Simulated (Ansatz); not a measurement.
**Na (omega (AlB2-type)): energy against volume**

Level of theory: DFT, PBE, plane waves (420 eV) with PAW, scalar-relativistic in Ansatz.

The cell is scaled uniformly from the relaxed one, with fractional coordinates and shape fixed. Energies are extrapolated to zero smearing, pressures are those at the given smearing. Magnetic state: spin not included.

A Birch-Murnaghan fit gives V₀ = 37.26 Å³/atom, B₀ = 7.6 GPa, B₀′ = 3.7.

**Question.** What are the energy above the minimum and the pressure at 34.334 Å³/atom?

**Answer.** 6.2 meV/atom and 0.74 GPa as computed.

**Question.** What are the energy above the minimum and the pressure at 40.305 Å³/atom?

**Answer.** 5.2 meV/atom and -0.50 GPa as computed.

**Question.** What are the energy above the minimum and the pressure at 41.797 Å³/atom?

**Answer.** 10.9 meV/atom and -0.69 GPa as computed.
